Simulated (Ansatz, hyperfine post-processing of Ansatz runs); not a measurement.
# Reading the 7Li spectrum of Li2FePCO7

Calculated values: DFT, PBEsol+U, plane-wave PAW, default files (PAW set soft_2), collinear spin, scalar-relativistic (Ansatz), contact and point-dipole shifts scaled to 330 K with Θ = 0 K (a pure Curie law); spin-only moments, above the ordering temperature.

```cif
data_structure
_symmetry_space_group_name_H-M 'P 1'
_symmetry_Int_Tables_number 1
_cell_length_a 5.0630
_cell_length_b 6.3431
_cell_length_c 8.5065
_cell_angle_alpha 96.092
_cell_angle_beta 93.046
_cell_angle_gamma 94.253
_cell_volume 270.39
loop_
_atom_site_label
_atom_site_type_symbol
_atom_site_fract_x
_atom_site_fract_y
_atom_site_fract_z
_atom_site_occupancy
Fe1 Fe 0.80871 0.25107 0.14823 1
Fe2 Fe 0.19129 0.74893 0.85177 1
P3 P 0.71110 0.74247 0.07612 1
P4 P 0.28890 0.25753 0.92388 1
O5 O 0.88198 0.94029 0.15717 1
O6 O 0.97239 0.27981 0.38002 1
O7 O 0.82533 0.67561 0.91311 1
O8 O 0.71253 0.55728 0.17974 1
O9 O 0.70542 0.25146 0.58252 1
O10 O 0.58118 0.19938 0.94789 1
O11 O 0.45585 0.78394 0.67262 1
O12 O 0.54415 0.21606 0.32738 1
O13 O 0.41882 0.80062 0.05211 1
O14 O 0.29458 0.74854 0.41748 1
O15 O 0.28747 0.44272 0.82026 1
O16 O 0.11802 0.05971 0.84283 1
O17 O 0.17467 0.32439 0.08689 1
O18 O 0.02761 0.72019 0.61998 1
C19 C 0.74345 0.24891 0.43726 1
C20 C 0.25655 0.75109 0.56274 1
Li21 Li 0.75343 0.03401 0.72699 1
Li22 Li 0.64399 0.51600 0.71661 1
Li23 Li 0.35601 0.48400 0.28339 1
Li24 Li 0.24657 0.96599 0.27301 1
```

7Li MAS at 9.4 T (155.6 MHz), 30 kHz, 330 K; contact and dipolar shift alone, no orbital or quadrupolar part; lines under 1.5 % of the strongest are left out. Lines of the NMR spectrum (strongest = 100):

```
position (ppm)  intensity
       -1064.0        2.8
        -871.1        8.3
        -678.3         20
        -485.4         29
        -399.1        4.1
        -292.6         27
        -206.3         18
         -99.7         34
         -13.4         72
          93.2         44
         179.4        100
         286.0         31
         372.3         57
         478.9         21
         565.2         23
         671.7         29
         758.0        5.3
         864.6         20
        1057.4         10
        1250.3        3.5
```

**Question.** Which lines are isotropic ones rather than spinning sidebands, and which Li atoms give them?

Sidebands are spaced by 193 ppm (the spinning rate over the resonance of 155.6 MHz). An isotropic line need not be the tallest: it is the area-weighted centre of its own family of sidebands, and the one that stays put when the rate is changed. Isotropic shifts: 179 ppm for atom 21 and the 1 atom equivalent to it (3 Fe through links of 102° (1) and 114 to 119° (2)), reduced anisotropy 470 ppm; 93 ppm for atom 22 and the 1 atom equivalent to it (2 Fe through links of 87 to 95° (3) and 104° (1)), reduced anisotropy 1068 ppm. The families' total areas stand as 1:1; where areas are equal the match rests on the calculation.

[Logs are printed without paths, hosts, clocks, repeated set-up lines and the standing remarks that a program may print on its own settings, such as how far it seeks lower states.]

[Hosts, paths, dates, database ids (printed as entryN), source tags and the programs' standing remarks are cut or masked in the printed files.]
